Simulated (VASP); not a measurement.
# C in VASP: notebook

The runs below take C through relaxation of the atoms, with PBE, LDA.

All numbers are computed with VASP 6.6.1; they aren't measurements. Logs are shortened: lines on timing, memory, paths and dates and some standing lists are left out, and cuts for length are marked.

### 1 Starting point

The cell holds a slab with vacuum, 20 atoms: a = 2.522 Å, b = 5.044 Å, c = 19.826 Å, α = 90.00°, β = 90.00°, γ = 90.00°.

The slab is cut from a database's or a generator's crystal, which needn't be the stable form of the element.

### 2 Relaxation of the atoms, PBE

INCAR reads:

```
PREC = Accurate ; ENCUT = 450
EDIFF = 1E-6 ; ISMEAR = -1
SIGMA = 0.05 ; LREAL = False
LASPH = True ; NELM = 60
ALGO = Fast ; ISIF = 2
LWAVE = False ; LCHARG = False
GGA = PE ; IBRION = 2
NSW = 60 ; EDIFFG = -0.005
```

KPOINTS reads:

```
regular mesh
0
Gamma
  8 4 1
```

POSCAR reads:

```
C
1.0
    2.5222498885      0.0000000000      0.0000000000
    0.0000000000      5.0444997770      0.0000000000
    0.0000000000      0.0000000000     19.8257500000
C
20
Direct
    0.0000000000      0.1132173594      0.6973632776
    0.0000000000      0.3867826406      0.6973632776
    0.5000000000      0.0000000000      0.6574278401
    0.5000000000      0.5000000000      0.6574278401
    0.5000000000      0.2500000000      0.6124484572
    0.5000000000      0.7500000000      0.6124484572
    0.0000000000      0.2500000000      0.5674690743
    0.0000000000      0.7500000000      0.5674690743
    0.0000000000      0.0000000000      0.5224896914
    0.0000000000      0.5000000000      0.5224896914
    0.5000000000      0.0000000000      0.4775103086
    0.5000000000      0.5000000000      0.4775103086
    0.5000000000      0.2500000000      0.4325309257
    0.5000000000      0.7500000000      0.4325309257
    0.0000000000      0.2500000000      0.3875515428
    0.0000000000      0.7500000000      0.3875515428
    0.0000000000      0.0000000000      0.3425721599
    0.0000000000      0.5000000000      0.3425721599
    0.5000000000      0.1132173594      0.3026367224
    0.5000000000      0.3867826406      0.3026367224
```

Potentials or basis: VASP PAW PBE potentials, release 64 (C).

Run with:

```
> cat potpaw_PBE.64/C/POTCAR > POTCAR
> mpirun -np 1 vasp_std > vasp.out
```

OUTCAR:

```text
PREC = Accurate
   ENCUT = 450
   EDIFF = 1E-6
   ISMEAR = -1
   LREAL = False
   LASPH = True
   NELM = 60
   ISIF = 2
   GGA = PE
   IBRION = 2
   NSW = 60
   EDIFFG = -0.005

 ion  position               nearest neighbor table
   1  0.000  0.113  0.697-   2 1.38   3 1.59   3 1.59
   2  0.000  0.387  0.697-   1 1.38   4 1.59   4 1.59
   3  0.500  0.000  0.657-   5 1.54   6 1.54   1 1.59   1 1.59
   4  0.500  0.500  0.657-   5 1.54   6 1.54   2 1.59   2 1.59
   5  0.500  0.250  0.612-   3 1.54   4 1.54   7 1.54   7 1.54
   6  0.500  0.750  0.612-   3 1.54   4 1.54   8 1.54   8 1.54
   7  0.000  0.250  0.567-   5 1.54   9 1.54  10 1.54   5 1.54
   8  0.000  0.750  0.567-   6 1.54   9 1.54  10 1.54   6 1.54
[... 8 lines left out ...]
  17  0.000  0.000  0.343-  15 1.54  16 1.54  19 1.59  19 1.59
  18  0.000  0.500  0.343-  15 1.54  16 1.54  20 1.59  20 1.59
  19  0.500  0.113  0.303-  20 1.38  17 1.59  17 1.59
  20  0.500  0.387  0.303-  19 1.38  18 1.59  18 1.59

  LATTYP: Found a simple orthorhombic cell.
 ALAT       =     2.5222498885
 B/A-ratio  =     2.0000000000
 C/A-ratio  =     7.8603432952

  Lattice vectors:

 A1 = (   2.5222498885,   0.0000000000,   0.0000000000)
 A2 = (   0.0000000000,   5.0444997770,   0.0000000000)
 A3 = (   0.0000000000,   0.0000000000,  19.8257500000)

Analysis of symmetry for initial positions (statically):
=====================================================================
 Subroutine PRICEL returns:
 Original cell was already a primitive cell.

 Routine SETGRP: Setting up the symmetry group for a
 simple orthorhombic supercell.

 Subroutine GETGRP returns: Found  8 space group operations
 (whereof  2 operations were pure point group operations)
 out of a pool of  8 trial point group operations.

The static configuration has the point symmetry C_1h.
 The point group associated with its full space group is D_2h.

Analysis of symmetry for dynamics (positions and initial velocities):
=====================================================================
 Subroutine PRICEL returns:
 Original cell was already a primitive cell.

 Routine SETGRP: Setting up the symmetry group for a
 simple orthorhombic supercell.

 Subroutine GETGRP returns: Found  8 space group operations
 (whereof  2 operations were pure point group operations)
 out of a pool of  8 trial point group operations.

The dynamic configuration has the point symmetry C_1h.
 The point group associated with its full space group is D_2h.

 Subroutine INISYM returns: Found  8 space group operations
 (whereof  2 operations are pure point group operations),
 and found     1 'primitive' translations

----------------------------------------------------------------------------------------

                                     Primitive cell

  volume of cell :     252.2527

  direct lattice vectors                    reciprocal lattice vectors
     2.522249889  0.000000000  0.000000000     0.396471422  0.000000000  0.000000000
     0.000000000  5.044499777  0.000000000     0.000000000  0.198235711  0.000000000
     0.000000000  0.000000000 19.825750000     0.000000000  0.000000000  0.050439454

  length of vectors
     2.522249889  5.044499777 19.825750000     0.396471422  0.198235711  0.050439454

  position of ions in fractional coordinates (direct lattice)
     0.000000000  0.113217359  0.697363278
     0.000000000  0.386782641  0.697363278
     0.500000000  0.000000000  0.657427840
     0.500000000  0.500000000  0.657427840
     0.500000000  0.250000000  0.612448457
     0.500000000  0.750000000  0.612448457
[... 12 lines left out ...]
     0.500000000  0.113217359  0.302636722
     0.500000000  0.386782641  0.302636722

  ion indices of the primitive-cell ions
   primitive index   ion index
                 1           1
                 2           2
                 3           3
                 4           4
                 5           5
                 6           6
[... 12 lines left out ...]
                19          19
                20          20

----------------------------------------------------------------------------------------

 KPOINTS: regular mesh

Automatic generation of k-mesh.
 Grid dimensions read from file:
 generate k-points for:    8    4    1

 Generating k-lattice:

  Cartesian coordinates                     Fractional coordinates (reciprocal lattice)
     0.049558928  0.000000000  0.000000000     0.125000000  0.000000000  0.000000000
     0.000000000  0.049558928  0.000000000     0.000000000  0.250000000  0.000000000
     0.000000000  0.000000000  0.050439454     0.000000000  0.000000000  1.000000000

  Length of vectors
     0.049558928  0.049558928  0.050439454

  Shift w.r.t. Gamma in fractional coordinates (k-lattice)
     0.000000000  0.000000000  0.000000000

 Subroutine IBZKPT returns following result:
 ===========================================

 Found     15 irreducible k-points:

 Following reciprocal coordinates:
            Coordinates               Weight
  0.000000  0.000000  0.000000      1.000000
  0.125000  0.000000  0.000000      2.000000
  0.250000  0.000000  0.000000      2.000000
  0.375000  0.000000  0.000000      2.000000
  0.500000  0.000000  0.000000      1.000000
  0.000000  0.250000  0.000000      2.000000
  0.125000  0.250000  0.000000      4.000000
  0.250000  0.250000  0.000000      4.000000
  0.375000  0.250000  0.000000      4.000000
  0.500000  0.250000  0.000000      2.000000
  0.000000  0.500000  0.000000      1.000000
  0.125000  0.500000  0.000000      2.000000
  0.250000  0.500000  0.000000      2.000000
  0.375000  0.500000  0.000000      2.000000
  0.500000  0.500000  0.000000      1.000000
   k-points           NKPTS =     15   k-points in BZ     NKDIM =     15   number of bands    NBANDS=     51
   number of dos      NEDOS =    301   number of ions     NIONS =     20
   total plane-waves  NPLWV =  90720
   dimension x,y,z NGX =    18 NGY =   36 NGZ =  140
   dimension x,y,z NGXF=    36 NGYF=   72 NGZF=  280
   ions per type =              20
   NGX,Y,Z   is equivalent  to a cutoff of  11.86, 11.86, 11.74 a.u.
   NGXF,Y,Z  is equivalent  to a cutoff of  23.73, 23.73, 23.48 a.u.
 SYSTEM =  unknown system
   PREC   = accura    normal or accurate (medium, high low for compatibility)
   ISTART =      0    job   : 0-new  1-cont  2-samecut
   ICHARG =      2    charge: 1-file 2-atom 10-const
   ISPIN  =      1    spin polarized calculation?
   LNONCOLLINEAR =      F non collinear calculations
   LSORBIT =      F    spin-orbit coupling
   LASPH  =      T    aspherical Exc in radial PAW
   ENCUT  =  450.0 eV  33.07 Ry    5.75 a.u.   4.36  8.73 34.29*2*pi/ulx,y,z
   NELM   =     60;   NELMIN=  2; NELMDL= -5     # of ELM steps
   EDIFF  = 0.1E-05   stopping-criterion for ELM
   LREAL  =      F    real-space projection
   EDIFFG = -.5E-02   stopping-criterion for IOM
   NSW    =     60    number of steps for IOM
   IBRION =      2    ionic relax: 0-MD 1-quasi-New 2-CG
   NFREE  =      1    steps in history (QN), initial steepest desc. (CG)
   ISIF   =      2    stress and relaxation
   ISYM   =      2    0-nonsym 1-usesym 2-fastsym
   POTIM  = 0.5000    time-step for ionic-motion
   TEBEG  =    0.0;   TEEND  =   0.0 temperature during run
   PSTRESS=    0.0 pullay stress
   NELECT =      80.0000    total number of electrons
   NUPDOWN=      -1.0000    fix difference up-down
   EMIN   =  10.00;   EMAX   =-10.00  energy-range for DOS
   EFERMI =   0.00;   METHOD = LEGACY
   ISMEAR =    -1;   SIGMA  =   0.05  broadening in eV -4-tet -1-fermi 0-gaus
   EFERMI_NEDOS =   21; number of points for ismear=-14 and -15
   IALGO  =     68    algorithm
   IMIX   =      4    mixing-type and parameters
     AMIX     =   0.40;   BMIX     =  1.00
     AMIX_MAG =   1.60;   BMIX_MAG =  1.00
  volume/ion in A,a.u.               =      12.61        85.11
  Fermi-wavevector in a.u.,A,eV,Ry     =   1.116416  2.109721 16.958106  1.246386
  Thomas-Fermi vector in A             =   2.253030
   LORBIT       =      0    0 simple, 1 ext, 2 COOP (PROOUT), +10 PAW based schemes
   GGA     = PE    functional components
   LHFCALC =     F    Hartree Fock is set to
   AEXX    =    0.0000 exact exchange contribution
   IVDW    =     0    specifies the selected vdW correction
   LEPSILON=     F    determine dielectric tensor
   LRPA    =     F    only Hartree local field effects (RPA)
 conjugate gradient relaxation of ions
 non-spin polarized calculation
 RMM-DIIS sequential band-by-band and
  energy-cutoff  :      450.00
  volume of cell :      252.25
 maximum number of plane-waves:      5525
 NGX is ok and might be reduce to    18
   NGX =  9   NGY = 17   NGZ = 69

--------------------------------------- Ionic step        1  -------------------------------------------

 number of electron      80.0000000 magnetization

 Free energy of the ion-electron system (eV)
  ---------------------------------------------------
  ext. energy  EPLUGINS =         0.00000000
  ---------------------------------------------------
  free energy    TOTEN  =      -172.08081195 eV

  energy without entropy =     -172.08077034  energy(sigma->0) =     -172.08079115

------------------------ aborting loop because EDIFF is reached ----------------------------------------

  FORCE on cell =-STRESS in cart. coord.  units (eV):
  Direction    XX          YY          ZZ          XY          YZ          ZX
  --------------------------------------------------------------------------------------
  -------------------------------------------------------------------------------------
  Total       10.9328358    -15.0919580     -1.6778683      0.0000000      0.0000000      0.0000000
  in kB       69.4396568    -95.8562262    -10.6569422      0.0000000      0.0000000      0.0000000
  external PRESSURE =     -12.3578372 kB  Pullay stress =       0.0000000 kB
[... 143 lines left out ...]
  FREE ENERGIE OF THE ION-ELECTRON SYSTEM (eV)
  ---------------------------------------------------
  free  energy   TOTEN  =      -173.8076681780 eV

  energy  without entropy=     -173.8075797695  energy(sigma->0) =     -173.80762397

[... ionic steps 4 to 21 ...]

--------------------------------------- Ionic step       22  -------------------------------------------

 number of electron      80.0000000 magnetization

------------------------ aborting loop because EDIFF is reached ----------------------------------------

  FORCE on cell =-STRESS in cart. coord.  units (eV):
  Direction    XX          YY          ZZ          XY          YZ          ZX
  --------------------------------------------------------------------------------------
  -------------------------------------------------------------------------------------
  Total       10.3931382     -6.0365324     -0.6906847     -0.0000000      0.0000000      0.0000000
  in kB       66.0117793    -38.3408972     -4.3868679     -0.0000000      0.0000000      0.0000000
  external PRESSURE =       7.7613381 kB  Pullay stress =       0.0000000 kB
[... 93 lines left out ...]
  energy  without entropy=     -174.4201013662  energy(sigma->0) =     -174.42010186

--------------------------------------- Ionic step       24  -------------------------------------------

 number of electron      80.0000000 magnetization

 Free energy of the ion-electron system (eV)
  ---------------------------------------------------
  ext. energy  EPLUGINS =         0.00000000
  ---------------------------------------------------
  free energy    TOTEN  =      -174.42010489 eV

  energy without entropy =     -174.42010390  energy(sigma->0) =     -174.42010440

 E-fermi :   1.9715     XC(G=0):  -6.8911

 val. band max:        1.3508663618   @ k =   0.1250   0.5000   0.0000
 cond. band min:       2.6339812663   @ k =   0.5000   0.5000   0.0000
 fundamental gap:      1.2831149044
 Fermi energy:         1.9714694839

 k-point     1 :       0.0000    0.0000    0.0000
  band No.  band energies     occupation
      1     -20.1510      2.00000
      2     -19.4603      2.00000
      3     -18.2152      2.00000
      4     -16.2602      2.00000
      5     -15.5634      2.00000
      6     -15.5283      2.00000
[... 846 lines left out ...]
  FREE ENERGIE OF THE ION-ELECTRON SYSTEM (eV)
  ---------------------------------------------------
  free  energy   TOTEN  =      -174.4201048926 eV

  energy  without entropy=     -174.4201038976  energy(sigma->0) =     -174.42010440

 reached required accuracy - stopping structural energy minimisation
```

It took 26 min on 1 thread of Intel Xeon Platinum 8488C (Sapphire Rapids), shared host; peak memory 0.35 GiB.

What came out:

```yaml
Free_energy: -174.4201 eV
Energy_gained_by_relaxing: 117.0 meV/atom
Ionic_steps: 24
Band_gap_on_the_k_mesh: 1.28 eV, indirect (least direct gap 2.00 eV)
```

Forces on the atoms (eV/Å):
```
C    0.000  0.001  0.001
C    0.000 -0.001  0.001
C    0.000  0.001 -0.001
C    0.000 -0.001 -0.001
C    0.000  0.000 -0.001
C    0.000  0.000  0.001
C    0.000  0.000 -0.002
C    0.000  0.000  0.002
C    0.000 -0.001 -0.001
C    0.000  0.001 -0.001
C    0.000 -0.001  0.001
C    0.000  0.001  0.001
C    0.000  0.000  0.002
C    0.000  0.000 -0.002
C    0.000  0.000  0.001
C    0.000  0.000 -0.001
C    0.000  0.001  0.001
C    0.000 -0.001  0.001
C    0.000  0.001 -0.001
C    0.000 -0.001 -0.001
```

The path:
| step | energy change (eV) | largest force (eV/Å) | pressure (GPa) |
| --- | --- | --- | --- |
| 1 | 0.0000 | 5.1104 | -1.24 |
| 2 | 2.0980 | 8.2762 | 5.03 |
| 3 | -1.7269 | 1.8328 | -0.44 |
| 4 | -2.0132 | 3.4771 | 2.42 |
| 5 | -2.1658 | 1.0796 | 1.15 |
| 6 | -2.3010 | 0.7838 | 0.22 |
| 7 | -2.3236 | 0.3942 | 0.43 |
| 8 | -2.3245 | 0.4921 | 0.58 |
| 9 | -2.3369 | 0.1040 | 0.50 |
| 10 | -2.3372 | 0.1378 | 0.53 |
| 11 | -2.3382 | 0.0444 | 0.51 |
| 12 | -2.3385 | 0.0402 | 0.55 |
| 13 | -2.3385 | 0.0429 | 0.56 |
| 14 | -2.3388 | 0.0271 | 0.57 |
| 15 | -2.3389 | 0.0399 | 0.60 |
| 16 | -2.3389 | 0.0491 | 0.60 |
| 17 | -2.3392 | 0.0284 | 0.68 |
| 18 | -2.3392 | 0.0320 | 0.73 |
| 19 | -2.3393 | 0.0105 | 0.77 |
| 20 | -2.3393 | 0.0084 | 0.77 |
| 21 | -2.3393 | 0.0051 | 0.78 |
| 22 | -2.3393 | 0.0051 | 0.78 |
| 23 | -2.3393 | 0.0052 | 0.78 |
| 24 | -2.3393 | 0.0022 | 0.78 |

Final structure:
```
C
1.0
     2.52225    0.00000    0.00000
     0.00000    5.04450    0.00000
     0.00000    0.00000   19.82575
C
20
Direct
  0.00000 0.11319 0.69413
  0.00000 0.38681 0.69413
  0.50000 0.01822 0.65991
  0.50000 0.48178 0.65991
  0.50000 0.25000 0.60579
  0.50000 0.75000 0.61984
  0.00000 0.25000 0.56320
  0.00000 0.75000 0.57228
  0.00000 0.99107 0.52253
  0.00000 0.50893 0.52253
  0.50000 0.99107 0.47747
  0.50000 0.50893 0.47747
  0.50000 0.25000 0.43680
  0.50000 0.75000 0.42772
  0.00000 0.25000 0.39421
  0.00000 0.75000 0.38016
  0.00000 0.01822 0.34009
  0.00000 0.48178 0.34009
  0.50000 0.11319 0.30587
  0.50000 0.38681 0.30587
```

Levels at points of the mesh, in eV from the valence-band top:
```tsv
k point	band 36	band 37	band 38	band 39	band 40	band 41	band 42	band 43	band 44	band 45
(0.00, 0.00, 0.00)	-1.85	-1.38	-1.22	-0.35	-0.13	2.38	2.46	4.00	4.18	4.73
(0.50, 0.00, 0.00)	-3.08	-2.62	-2.62	-1.85	-1.85	1.31	1.31	5.22	5.22	5.88
(0.00, 0.50, 0.00)	-1.60	-1.60	-0.98	-0.21	-0.15	1.94	2.05	5.29	5.72	5.95
(0.50, 0.50, 0.00)	-4.71	-4.51	-4.51	-1.58	-1.58	1.28	1.28	5.31	5.31	5.75
```

Caveat: the cutoff is under 1.25 times the usual one of these potentials, so pressure, stress and relaxed cells hold a basis-set (Pulay) error. As with any semilocal functional, this PBE gap is likely too small.

(Continued in part 2 of 2.)
